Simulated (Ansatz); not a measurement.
# NbSi2P4 monolayer in a perpendicular field, part 3 of 3

What dipole does a perpendicular field induce in the NbSi2P4 monolayer? A positive field points along +c.

Ansatz 0.2.0; plane-wave DFT, PBE-D3(BJ), Ansatz PAW.

So far. Step 8 (Single point, field 0.3 V/Å): The dipole is 0.200 e·Å. Step 9 (Response, atoms held): The induced dipole is that of a conductor 11.48 Å thick.

## 10. Field on, atoms free, field 0.1 V/Å

This step: plane-wave DFT, PBE-D3(BJ), Ansatz PAW (Ansatz 0.2.0).

Now the atoms may follow the field. A weak field makes forces of meV/Å to tens of meV/Å, so the force tolerance is set well below the usual one.

Contents of input.yaml:

```yaml
crystal:
  lattice:
    - [3.4821320659, 0.0, 0.0]
    - [-1.741066033, 3.0156148284, 0.0]
    - [0.0, 0.0, 27.4835087004]
  atoms:
    - { symbol: P, position: [0.0, 0.0, 0.3274691051] }
    - { symbol: Si, position: [0.3333333333, 0.6666666667, 0.3643868588] }
    - { symbol: P, position: [0.3333333333, 0.6666666667, 0.4457400061] }
    - { symbol: Nb, position: [0.0, 0.0, 0.5] }
    - { symbol: P, position: [0.3333333333, 0.6666666667, 0.5542599939] }
    - { symbol: Si, position: [0.3333333333, 0.6666666667, 0.6356131412] }
    - { symbol: P, position: [0.0, 0.0, 0.6725308949] }
kpoints:
  mp_grid: { grid: [12, 12, 1] }
hamiltonian:
  xc: pbe
  dispersion: d3bj
scf:
  occupations: { method: fermi_dirac, width: 0.05 }
  convergence: { dr2_threshold: 1.0e-10 }
efield:
  axis: 3
  dipole_correction: true
  ramp_position: 0.97
  ramp_width: 0.06
  amplitude: 0.1
relax:
  f_tol: 0.001
  max_steps: 60
output:
  write_potential: true
  write_density: true
  volumetric_format: npy
```

On the command line:

```sh
ansatz run input.yaml --threads 4 --pin off --max-ram 6144MiB --backend cpu --events-out ev --progress --plain --runs-dir out
```

Numbers of over 12 decimals in the logs are rounded to 6 here.

Log:

```text
[...]
Crystal: 7 atoms, lattice volume = 288.598 Å³
Basis set: ecut = 420 eV, 5665 PW (Γ), exchange–correlation on 48×48×384 points (8 copies of the dense FFT grid, shifted against one another)
Bands: 28, of which v1, the nominal top of the filled ones, is band 21 counted from 1 (20 counted from 0)
Symmetry: 6 space group operations
k-points: 19 of 144 (time reversal used)
[...]
SCF iter   1: F=—  HF=-8853.314696 eV  |F-HF|=—  |Δ(HF+E_count)|=         —  Δρ=4.15e-2  dr2=6.94e0  ethr=3.10e-3  p=0.069 e·Å  D=4.32e-2 V/Å  ΔV_dip=-1.19 eV  dr2_dipole=4.36e-4  V_vac-E_F(+/−)=7.28/5.96 eV  ⟨swp⟩=11.3  Hψ=3665  notcnv=0
[...]
SCF iter  12: F=-8851.472806 eV  HF=-8851.472806 eV  |F-HF|=1.10e-9  |Δ(HF+E_count)|=   3.92e-9  Δρ=1.64e-7  dr2=7.88e-11  ethr=1.00e-12  p=0.067 e·Å  D=4.18e-2 V/Å  ΔV_dip=-1.15 eV  dr2_dipole=2.08e-13  V_vac-E_F(+/−)=6.14/4.78 eV  ⟨swp⟩=6.6  Hψ=3324  notcnv=0
SCF 1 converged in 12 iterations: F = -8851.472806 eV  dr2 = 7.88e-11
[...]
relax step   1: F+E_penalty+E_count = -8851.47280613 eV  Δ(F+E_penalty+E_count) = +0.000e0 eV  max|allowed force component| = 1.861e-2 eV/Å  Δτ_max = 0.0000 Å  (12 SCF iters, accepted)
[...]
SCF iter   7: F=-8851.472822 eV  HF=-8851.472822 eV  |F-HF|=2.86e-10  |Δ(HF+E_count)|=   1.90e-9  Δρ=3.45e-8  dr2=3.13e-12  ethr=1.00e-12  p=0.067 e·Å  D=4.19e-2 V/Å  ΔV_dip=-1.15 eV  dr2_dipole=1.03e-13  V_vac-E_F(+/−)=6.14/4.78 eV  ⟨swp⟩=7.5  Hψ=2818  notcnv=0
SCF 2 converged in 7 iterations: F = -8851.472822 eV  dr2 = 3.13e-12
relax step   2: F+E_penalty+E_count = -8851.47282200 eV  Δ(F+E_penalty+E_count) = -1.588e-5 eV  max|allowed force component| = 5.840e-3 eV/Å  Δτ_max = 0.0005 Å  (7 SCF iters, accepted)
SCF iter   1: F=—  HF=-8851.472679 eV  |F-HF|=—  |Δ(HF+E_count)|=         —  Δρ=1.75e-5  dr2=5.19e-6  ethr=1.44e-7  p=0.067 e·Å  D=4.19e-2 V/Å  ΔV_dip=-1.15 eV  dr2_dipole=1.59e-6  V_vac-E_F(+/−)=6.14/4.78 eV  ⟨swp⟩=2.4  Hψ=1073  notcnv=0  defer=32
[...]
SCF iter   6: F=-8851.472824 eV  HF=-8851.472824 eV  |F-HF|=1.46e-9  |Δ(HF+E_count)|=   4.22e-9  Δρ=1.09e-7  dr2=4.29e-11  ethr=1.00e-12  p=0.067 e·Å  D=4.20e-2 V/Å  ΔV_dip=-1.15 eV  dr2_dipole=3.73e-12  V_vac-E_F(+/−)=6.14/4.78 eV  ⟨swp⟩=6.5  Hψ=3277  notcnv=0
SCF 3 converged in 6 iterations: F = -8851.472824 eV  dr2 = 4.29e-11
relax step   3: F+E_penalty+E_count = -8851.47282378 eV  Δ(F+E_penalty+E_count) = -1.779e-6 eV  max|allowed force component| = 7.814e-4 eV/Å  Δτ_max = 0.0003 Å  (6 SCF iters, accepted)
[...]
the band table was solved once a step of the walk had ended and its energy, with any forces and stress, was formed, with the checks that follow a solve (3574 applications of the Hamiltonian). They found nothing against the state; the energy, forces and stress were not computed again (output.eigenvalues in the input reference)
SCF converged after 6 iterations
Free energy (F): -8851.472824 eV
[...]
Internal energy: -8851.449557 eV  (E = F + TS)
E sigma→0 (E₀):  -8851.461190 eV
Entropy (-TS):   -0.023267 eV (-3.324 meV/atom)
Fermi energy:    0.714828 eV
Dipole field:    D = 0.041989 V/Å  (p = 0.066968 e·Å, saw-weighted, corrected)
Work function:   not extracted (applied field tilts the vacuum); planar V_es + V_field profile in the machine report
[...]
--- Forces (eV/Å), atoms counted from 1 ---
  atom   1  P      0.00000000     0.00000000    -0.00019476
  atom   2  Si    -0.00000000    -0.00000000    -0.00030040
  atom   3  P      0.00000000     0.00000000    -0.00022223
  atom   4  Nb     0.00000000     0.00000000     0.00078179
  atom   5  P      0.00000000     0.00000000     0.00026475
  atom   6  Si    -0.00000000    -0.00000000    -0.00018362
  atom   7  P      0.00000000     0.00000000    -0.00014278
  max |Σ_I F_I| component: 2.74e-6 eV/Å
--- Band table (eV; the first three rows and the last of 19) ---
  k-point 0: bands = [... 17 lower, -0.1132, 0.3336, 0.3336, 1.0101, 3.6413, 3.6413, 3.8095, 3.8095, ... 3 higher]
  k-point 1: bands = [... 17 lower, -0.2893, 0.1949, 0.2642, 1.0251, 3.4543, 3.5463, 3.8562, 3.9125, ... 3 higher]
  k-point 2: bands = [... 17 lower, -0.5376, -0.1338, 0.0015, 0.8884, 3.0731, 3.1591, 3.9026, 4.1364, ... 3 higher]
  k-point 18: bands = [... 17 lower, -1.7613, -0.5859, 0.1501, 1.4627, 2.6597, 2.7072, 2.7575, 3.6873, ... 3 higher]
--- Relaxed structure (3 steps of the walk, 3 accepted, 0 SCFs on fresh bases) ---
  F+E_penalty+E_count = -8851.47282378 eV   max|allowed force component| = 7.814e-4 eV/Å
  atoms:
    - { symbol: P, position: [1.0571226968303256e-17, -5.1359581212242386e-17, 0.327461] }
    - { symbol: Si, position: [0.333333, 0.666667, 0.364406] }
    - { symbol: P, position: [0.333333, 0.666667, 0.445723] }
    - { symbol: Nb, position: [1.0572712787737502e-17, -5.135809539280812e-17, 0.499997] }
    - { symbol: P, position: [0.333333, 0.666667, 0.554243] }
    - { symbol: Si, position: [0.333333, 0.666667, 0.635639] }
    - { symbol: P, position: [1.0573697836597998e-17, -5.135711034394762e-17, 0.672531] }
```

It took 9.7 s on 4 threads of Intel Xeon Platinum 8488C (Sapphire Rapids), shared host; peak memory 0.64 GiB; 36 s of CPU time.

Hardly anything moved in the relaxation; the energy changed by under 0.2 meV an atom.

Numbers from this step:

* energy at zero smearing: -8851.4612 eV
* dipole along the normal: 0.06697 e·Å

The relaxation took 3 steps and lowered the energy by 1.8e-5 eV; the largest force on the free atoms ends at 7.8e-4 eV/Å.

The dipole is 0.0670 e·Å.

## 11. Relaxing in the field, field -0.1 V/Å

The opposite sign, again from the field-free geometry; the difference of the two cancels what relaxes without a field.

Edit input.yaml of step 10 so:

```diff
@@ -26,3 +26,3 @@
   ramp_width: 0.06
-  amplitude: 0.1
+  amplitude: -0.1
 relax:
```

Log:

```text
[...]
Crystal: 7 atoms, lattice volume = 288.598 Å³
Basis set: ecut = 420 eV, 5665 PW (Γ), exchange–correlation on 48×48×384 points (8 copies of the dense FFT grid, shifted against one another)
Bands: 28, of which v1, the nominal top of the filled ones, is band 21 counted from 1 (20 counted from 0)
Symmetry: 6 space group operations
k-points: 19 of 144 (time reversal used)
[...]
- { symbol: Si, position: [0.333333, 0.666667, 0.364361] }
    - { symbol: P, position: [0.333333, 0.666667, 0.445757] }
    - { symbol: Nb, position: [1.0574392407795244e-17, -5.1356415772750365e-17, 0.500003] }
    - { symbol: P, position: [0.333333, 0.666667, 0.554277] }
    - { symbol: Si, position: [0.333333, 0.666667, 0.635594] }
    - { symbol: P, position: [1.057587790528141e-17, -5.1354930275264186e-17, 0.672539] }
[key lines of the parts left out:]
SCF converged after 6 iterations
Free energy (F): -8851.472824 eV
Fermi energy:    0.714827 eV
Dipole field:    D = -0.041989 V/Å  (p = -0.066967 e·Å, saw-weighted, corrected)
```

Elapsed: 9.4 s, on 4 threads; peak memory 0.65 GiB.

Hardly anything moved in the relaxation; the energy changed by under 0.2 meV an atom.

Numbers from this step:

```
dipole along the normal : -0.06697 e·Å
```

The relaxation took 3 steps and lowered the energy by 1.8e-5 eV; the largest force on the free atoms ends at 7.8e-4 eV/Å.

The dipole is -0.0670 e·Å.

## 12. Response, atoms relaxed

This step: plane-wave DFT, PBE-D3(BJ), Ansatz PAW; response to a field along the normal, atoms relaxed (Ansatz 0.2.0).

The same analysis on the two relaxed runs holds the ionic part too; their mesh is coarser, so small differences from the held value can come from that.

This step gave:

* equivalent conductor thickness p/(ε₀AE): 11.54 Å

Dipole of the cell against applied field:

```tsv
applied field (V/Å)	dipole of the cell (e·Å)
-0.1000	-0.0670
0.1000	0.0670
```

Local field over the applied field, running mean. From the potentials at -0.1 and 0.1 V/Å; running mean over 2.5 Å. The local field over applied field by z:

z (Å), local field over applied field and a bar from the least value:
```
      4.5      0.999 ##############################
      5.0      0.995 ##############################
      5.5      0.986 ##############################
      6.0      0.961 #############################
      6.5      0.900 ###########################
      7.0      0.779 ########################
      7.5      0.619 ###################
      8.0      0.472 ##############
      8.5      0.294 #########
      9.0      0.104 ####
      9.5      0.034 #
     10.0      0.030 #
     10.5     -0.015 
     11.0      0.026 #
     11.5      0.103 ####
     12.0      0.070 ###
     12.5      0.045 ##
     13.0      0.053 ##
     13.5     -0.011 
     14.0     -0.010 
     14.5      0.054 ##
     15.0      0.044 ##
     15.5      0.072 ###
     16.0      0.102 ###
     16.5      0.023 #
     17.0     -0.014 
     17.5      0.031 #
     18.0      0.034 #
     18.5      0.110 ####
     19.0      0.301 #########
     19.5      0.476 ###############
     20.0      0.624 ###################
     20.5      0.784 ########################
     21.0      0.903 ###########################
     21.5      0.962 #############################
     22.0      0.987 ##############################
     22.5      0.996 ##############################
     23.0      0.999 ##############################
```

Electrons, planar mean, per unit field. The induced electron density by z:

z (Å), induced electron density (e/Å³ per V/Å) and a bar from the least value:
```
      4.5    0.00001 ###############
      5.0    0.00002 ###############
      5.5    0.00006 ###############
      6.0    0.00018 ################
      6.5    0.00051 #################
      7.0    0.00129 ####################
      7.5    0.00275 ##########################
      8.0    0.00379 ##############################
      8.5    0.00147 #####################
      9.0   -0.00056 #############
      9.5   -0.00004 ###############
     10.0   -0.00107 ###########
     10.5   -0.00023 ##############
     11.0    0.00233 ########################
     11.5    0.00208 #######################
     12.0    0.00070 ##################
     12.5    0.00059 #################
     13.0   -0.00134 ##########
     13.5   -0.00048 #############
     14.0    0.00051 #################
     14.5    0.00131 ####################
     15.0   -0.00065 ############
     15.5   -0.00070 ############
     16.0   -0.00214 #######
     16.5   -0.00229 ######
     17.0    0.00034 ################
     17.5    0.00103 ###################
     18.0    0.00003 ###############
     18.5    0.00055 #################
     19.0   -0.00159 #########
     19.5   -0.00379 
     20.0   -0.00270 ####
     20.5   -0.00126 ##########
     21.0   -0.00049 #############
     21.5   -0.00018 ##############
     22.0   -0.00006 ###############
     22.5   -0.00002 ###############
     23.0   -0.00001 ###############
```

The induced dipole is that of a conductor 11.54 Å thick.

## 13. Varying the input: scf.initial_density.chi_scale = 0.1

This step: plane-wave DFT, PBE-D3(BJ), Ansatz PAW (Ansatz 0.2.0).

A run with a changed input: it repeats the earlier run at 0.05 V/Å with scf.initial_density.chi_scale to 0.1.

Edit input.yaml of step 11 so:

```diff
@@ -14,3 +14,6 @@
 kpoints:
-  mp_grid: { grid: [12, 12, 1] }
+  mp_grid: { grid: [18, 18, 1] }
+  band_path:
+    path: [[0, 0, 0], [0.5, 0, 0], [0.33333333, 0.33333333, 0], [0, 0, 0]]
+    npoints: 16
 hamiltonian:
@@ -21,2 +24,3 @@
   convergence: { dr2_threshold: 1.0e-10 }
+  initial_density: { chi_scale: 0.1 }
 efield:
@@ -26,6 +30,3 @@
   ramp_width: 0.06
-  amplitude: -0.1
-relax:
-  f_tol: 0.001
-  max_steps: 60
+  amplitude: 0.05
 output:
```

Log:

```text
[...]
Crystal: 7 atoms, lattice volume = 288.598 Å³
Basis set: ecut = 420 eV, 5665 PW (Γ)
Bands: 28, of which v1, the nominal top of the filled ones, is band 21 counted from 1 (20 counted from 0)
Symmetry: 6 space group operations
k-points: 37 of 324 (time reversal used)
[...]
SCF iter   1: F=—  HF=-8856.374453 eV  |F-HF|=—  |Δ(HF+E_count)|=         —  Δρ=3.91e-2  dr2=6.78e1  ethr=3.10e-3  p=0.000 e·Å  D=8.64e-14 V/Å  ΔV_dip=-0.00 eV  dr2_dipole=2.98e0  V_vac-E_F(+/−)=9.57/8.31 eV  ⟨swp⟩=12.0  Hψ=7800  notcnv=0  defer=1
[...]
SCF iter  13: F=-8851.470260 eV  HF=-8851.470260 eV  |F-HF|=1.84e-10  |Δ(HF+E_count)|=   1.77e-9  Δρ=1.37e-7  dr2=8.32e-11  ethr=1.00e-12  p=0.033 e·Å  D=2.09e-2 V/Å  ΔV_dip=-0.57 eV  dr2_dipole=1.18e-11  V_vac-E_F(+/−)=5.81/5.12 eV  ⟨swp⟩=14.7  Hψ=6044  notcnv=0
SCF 1 converged in 13 iterations: F = -8851.470260 eV  dr2 = 8.32e-11
[...]
SCF converged after 13 iterations
Free energy (F): -8851.470260 eV
[...]
Internal energy: -8851.447151 eV  (E = F + TS)
E sigma→0 (E₀):  -8851.458706 eV
Entropy (-TS):   -0.023109 eV (-3.301 meV/atom)
Fermi energy:    0.718568 eV
Dipole field:    D = 0.020884 V/Å  (p = 0.033308 e·Å, saw-weighted, corrected)
Work function:   not extracted (applied field tilts the vacuum); planar V_es + V_field profile in the machine report
[...]
--- Band table (eV; the first three rows and the last of 37) ---
  k-point 0: bands = [... 17 lower, -0.1135, 0.3333, 0.3333, 1.0102, 3.6417, 3.6417, 3.8089, 3.8089, ... 3 higher]
  k-point 1: bands = [... 17 lower, -0.1970, 0.2694, 0.3014, 1.0272, 3.5536, 3.6848, 3.7433, 3.8649, ... 3 higher]
  k-point 2: bands = [... 17 lower, -0.3981, 0.0984, 0.2037, 1.0033, 3.3483, 3.3856, 3.9389, 3.9985, ... 3 higher]
  k-point 36: bands = [... 17 lower, -1.7611, -0.5854, 0.1500, 1.4620, 2.6600, 2.7068, 2.7576, 3.6872, ... 3 higher]
```

Wall time 14 s (4 threads); peak memory 0.77 GiB.

Numbers from this step:

```yaml
energy_at_zero_smearing: -8851.4587 eV
dipole_along_the_normal: 0.03331 e·Å
```

Electronic bands along the path, in eV, zero at the Fermi level:

```tsv
point	band 17	band 18	band 19	band 20	band 21	band 22	band 23	band 24
Γ	-0.83	-0.83	-0.39	-0.39	0.29	2.92	2.92	3.09
halfway	-1.72	-1.22	-1.10	-0.98	-0.14	2.02	2.16	2.88
M	-1.81	-1.63	-1.47	-0.63	-0.12	1.54	1.60	2.47
halfway	-2.18	-1.77	-1.32	-0.89	0.21	2.04	2.45	2.62
K	-2.86	-2.48	-1.30	-0.57	0.74	1.94	1.99	2.04
halfway	-2.09	-1.36	-1.06	-0.98	-0.14	2.32	2.78	2.86
Γ	-0.83	-0.83	-0.39	-0.39	0.29	2.92	2.92	3.09
```

```tsv
quantity	this run	earlier run	difference
dipole along the normal (e·Å)	0.03331	0.03330	5.3e-6
```

The dipole moves by under 0.5 % or 5e-5 e·Å.

Of the bands kept, 1 crosses the Fermi level on this path.

## 14. What came out

```yaml
gap_without_field: none
work_function_upper_face: 5.48 eV
equivalent_conductor_thickness_atoms_held: 11.5 Å
equivalent_conductor_thickness_atoms_relaxed: 11.5 Å
```

What this shows: The induced dipole equals that of a perfect conductor 11.48 Å thick, while the outer atoms lie 9.48 Å apart. Letting the atoms follow the field adds 0.06 Å to the equivalent conductor thickness: the ionic part of the response. There is no gap over 0.03 eV, with or without the field. The first relaxation ran with spin and lost its moment, and the later runs have none; other magnetic states were not tried. Spin-orbit coupling is left out. The outer anions sit over the metal atoms, one of several polytypes of such layers and not the lowest for every compound.

[Logs are printed without paths, hosts, clocks, repeated set-up lines and the standing remarks that a program may print on its own settings, such as how far it seeks lower states.]

[Hosts, paths, dates, database ids (printed as entryN), source tags and the programs' standing remarks are cut or masked in the printed files.]

[Maps of the electrostatic potential energy from Ansatz leave out the sawtooth potential of an applied field or a dipole correction, so their vacuum need not be flat; planar profiles and work functions include it.]
